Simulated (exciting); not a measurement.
# Pt (P6_3/mmc) in exciting: reference runs

How does Pt come out in PBEsol? The cell is run as given.

All numbers are computed with exciting (release sodium); they aren't measurements. Logs are shortened: lines on timing, memory, paths and dates and some standing lists are left out, and cuts for length are marked.

## Step 1: Starting point

The structure is hexagonal, space group P6_3/mmc (No. 194). Conventional cell: a = 2.761 Å, b = 2.761 Å, c = 4.792 Å, α = 90.00°, β = 90.00°, γ = 120.00°. Pt (site symmetry -6m2) is surrounded by 12 Pt at 2.76 to 2.88 Å.

This isn't the form of Pt at room conditions, which is fcc.

## Step 2: Single point, PBEsol

File input.xml:

```xml
<input>
  <title>Pt</title>
  <structure speciespath="./" tshift="false">
    <crystal scale="1">
      <basevect>5.216901935533 0.000000000000 0.000000000000</basevect>
      <basevect>-2.608450967767 4.517969605154 0.000000000000</basevect>
      <basevect>0.000000000000 0.000000000000 9.055820812507</basevect>
    </crystal>
    <species speciesfile="Pt.xml" rmt="2.3">
      <atom coord="0.333333333300 0.666666666700 0.250000000000"/>
      <atom coord="0.666666666700 0.333333333300 0.750000000000"/>
    </species>
  </structure>
  <groundstate do="fromscratch" ngridk="11 11 6" rgkmax="9" gmaxvr="14" lmaxapw="10" lmaxmat="10" lmaxvr="8" xctype="GGA_PBE_SOL" stype="Fermi Dirac" swidth="0.00183747" nempty="18" ValenceRelativity="iora*" epsengy="1e-05" epspot="1e-05" maxscl="60" tforce="true" outputlevel="normal"/>
</input>
```

Potentials or basis: all-electron LAPW+lo, shipped species files, valence relativity iora*.

Command:

```
OMP_NUM_THREADS=1 exciting_smp
```

INFO.OUT:

```text
================================================================================
EXCITING SODIUM started
[... 10 lines left out ...]

 Lattice vectors (cartesian) :
      5.2169019355      0.0000000000      0.0000000000
     -2.6084509678      4.5179696052      0.0000000000
      0.0000000000      0.0000000000      9.0558208125

 Reciprocal lattice vectors (cartesian) :
      1.2043901505      0.6953549776     -0.0000000000
      0.0000000000      1.3907099552      0.0000000000
      0.0000000000     -0.0000000000      0.6938283605

 Unit cell volume                           :     213.4439250313
 Brillouin zone volume                      :       1.1621329274

 Species :    1 (Pt)
     parameters loaded from                 :    Pt.xml
     name                                   :    platinum
     nuclear charge                         :     -78.00000000
     electronic charge                      :      78.00000000
     atomic mass                            :  355605.43990000
     muffin-tin radius                      :       2.30000000
     # of radial points in muffin-tin       :     450

     atomic positions (lattice) :
       1 :   0.33333333  0.66666667  0.25000000
       2 :   0.66666667  0.33333333  0.75000000

 Total number of atoms per unit cell        :       2

 Spin treatment                             :    spin-unpolarised

 Number of Bravais lattice symmetries       :      24
 Number of crystal symmetries               :      12

 k-point grid                               :      11   11    6
 Total number of k-points                   :      84
 k-point set is reduced with crystal symmetries

 R^MT_min * |G+k|_max (rgkmax)              :       9.00000000
 Species with R^MT_min                      :       1 (Pt)
 Maximum |G+k| for APW functions            :       3.91304348
 Maximum |G| for potential and density      :      14.00000000

 G-vector grid sizes                        :      24    24    45
 Total number of G-vectors                  :    9935

 Maximum angular momentum used for
     APW functions                          :      10
     computing H and O matrix elements      :      10
     potential and density                  :       8
     inner part of muffin-tin               :       2

 Total nuclear charge                       :    -156.00000000
 Total electronic charge                    :     156.00000000
 Total core charge                          :      96.00000000
 Total valence charge                       :      60.00000000

 Number of empty states                     :      18
 Total number of valence states             :      49

 Maximum Hamiltonian size                   :     279
 Maximum number of plane-waves              :     227
 Total number of local-orbitals             :      52

 Exchange-correlation type                  :      22
     PBEsol, Phys. Rev. Lett. 100, 136406 (2008)
     Generalised gradient approximation (GGA)

 Smearing scheme                            :    Fermi-Dirac
 Smearing width                             :       0.00183747

 Using multisecant Broyden potential mixing
[... 6 lines left out ...]
* Groundstate module started                                                   *
********************************************************************************
 Output level for this task is set to normal

++++++++++++++++++++++++++++++++++++++++++++++++++++++++++++++++++++++++++++++++
[... 5 lines left out ...]
+ SCF iteration number :    1                                                  +
++++++++++++++++++++++++++++++++++++++++++++++++++++++++++++++++++++++++++++++++
 Total energy                               :    -36842.49139569
 _______________________________________________________________
 Fermi energy                               :         0.50320826
 Kinetic energy                             :     42230.71678778
 Coulomb energy                             :    -78369.67834997
 Exchange energy                            :      -692.78640877
 Correlation energy                         :       -10.74342472

 DOS at Fermi energy (states/Ha/cell)       :       131.70414029

 Electron charges :
     core                                   :        96.00000000
     core leakage                           :         0.00445336
     valence                                :        60.00000000
     interstitial                           :         5.01099958
     charge in muffin-tin spheres :
                  atom     1    Pt          :        75.49450021
                  atom     2    Pt          :        75.49450021
     total charge in muffin-tins            :       150.98900042
     total charge                           :       156.00000000

++++++++++++++++++++++++++++++++++++++++++++++++++++++++++++++++++++++++++++++++
+ SCF iteration number :    2                                                  +
++++++++++++++++++++++++++++++++++++++++++++++++++++++++++++++++++++++++++++++++
 Total energy                               :    -36869.22325358
 _______________________________________________________________
 Fermi energy                               :         0.47664135
 Kinetic energy                             :     42214.04893197
 Coulomb energy                             :    -78379.27625889
 Exchange energy                            :      -693.25030410
 Correlation energy                         :       -10.74562256

 DOS at Fermi energy (states/Ha/cell)       :       121.36439488

 Electron charges :
     core                                   :        96.00000000
     core leakage                           :         0.00425743
     valence                                :        60.00000000
     interstitial                           :         4.75879400
     charge in muffin-tin spheres :
                  atom     1    Pt          :        75.62060300
                  atom     2    Pt          :        75.62060300
     total charge in muffin-tins            :       151.24120600
     total charge                           :       156.00000000
[... 441 lines left out ...]
++++++++++++++++++++++++++++++++++++++++++++++++++++++++++++++++++++++++++++++++
+ SCF iteration number :   18                                                  +
++++++++++++++++++++++++++++++++++++++++++++++++++++++++++++++++++++++++++++++++
 Total energy                               :    -36883.13978923
 _______________________________________________________________
 Fermi energy                               :         0.44463011
 Kinetic energy                             :     42203.02381367
 Coulomb energy                             :    -78381.95626857
 Exchange energy                            :      -693.46090371
 Correlation energy                         :       -10.74643062

 DOS at Fermi energy (states/Ha/cell)       :       123.75636200

 Electron charges :
     core                                   :        96.00000000
     core leakage                           :         0.00414260
     valence                                :        60.00000000
     interstitial                           :         4.58418302
     charge in muffin-tin spheres :
                  atom     1    Pt          :        75.70790849
                  atom     2    Pt          :        75.70790849
     total charge in muffin-tins            :       151.41581698
     total charge                           :       156.00000000

 RMS change in effective potential (target) :  0.896123E-08  ( 0.100000E-04)
 Absolute change in total energy   (target) :  0.163139E-05  ( 0.100000E-04)
 Charge distance                   (target) :  0.275979E-08  ( 0.100000E-04)
 Abs. change in max-nonIBS-force   (target) :  0.117397E-05  ( 0.500000E-04)

++++++++++++++++++++++++++++++++++++++++++++++++++++++++++++++++++++++++++++++++
| Convergency criteria checked for the last 2 iterations                       +
| Convergence targets achieved. Performing final SCF iteration                 +
++++++++++++++++++++++++++++++++++++++++++++++++++++++++++++++++++++++++++++++++
 Total energy                               :    -36883.13978984
 _______________________________________________________________
 Fermi energy                               :         0.44463011
 Kinetic energy                             :     42203.02381279
 Coulomb energy                             :    -78381.95626828
 Exchange energy                            :      -693.46090372
 Correlation energy                         :       -10.74643062

 DOS at Fermi energy (states/Ha/cell)       :       123.75634390

 Electron charges :
     core                                   :        96.00000000
     core leakage                           :         0.00414260
     valence                                :        60.00000000
     interstitial                           :         4.58418296
     charge in muffin-tin spheres :
                  atom     1    Pt          :        75.70790852
                  atom     2    Pt          :        75.70790852
     total charge in muffin-tins            :       151.41581704
     total charge                           :       156.00000000

++++++++++++++++++++++++++++++++++++++++++++++++++++++++++++++++++++++++++++++++
+ Self-consistent loop stopped                                                 +
++++++++++++++++++++++++++++++++++++++++++++++++++++++++++++++++++++++++++++++++
 STATE.OUT is written

--------------------------------------------------------------------------------
- Writing atomic positions and forces                                          -
--------------------------------------------------------------------------------

 Atomic positions (lattice) :
 atom     1  Pt  :     0.33333333    0.66666667    0.25000000
 atom     2  Pt  :     0.66666667    0.33333333    0.75000000

 Total atomic forces including IBS (cartesian) :
 atom     1  Pt  :     0.00000000    0.00000000   -0.00003838
 atom     2  Pt  :     0.00000000    0.00000000    0.00003838

 Atomic force components including IBS (cartesian) :
 atom     1  Pt  :    -0.00000000   -0.00000000   -0.00002084   HF force
                 :     0.00000000   -0.00000000    0.00003976   core correction
                 :    -0.00000000   -0.00000000   -0.00005729   IBS correction
 atom     2  Pt  :     0.00000000    0.00000000    0.00002084   HF force
                 :    -0.00000000    0.00000000   -0.00003976   core correction
                 :     0.00000000    0.00000000    0.00005729   IBS correction

********************************************************************************
* Groundstate module stopped                                                   *
********************************************************************************

--------------------------------------------------------------------------------
- CAUTION! Warnings have been written in file WARNING.OUT !                    -
--------------------------------------------------------------------------------
================================================================================
| EXCITING SODIUM stopped                                                      =
================================================================================
```

Run time: 2.5 min. Hardware: 1 thread of Arm Neoverse V2, shared host; peak memory 0.13 GiB.

Results:

```yaml
Free_energy: -1003641.3989 eV
Band_gap_on_the_k_mesh: none (metal or under the smearing width)
All_electrons_inside_the_program's_atomic_spheres: Pt 75.71 (radii Pt 2.3 bohr)
```

Caveat: the log's total energy holds no entropy term; the free energy is that total less TS from the occupations. The run has no spin-orbit coupling, so splittings on Pt are missing.
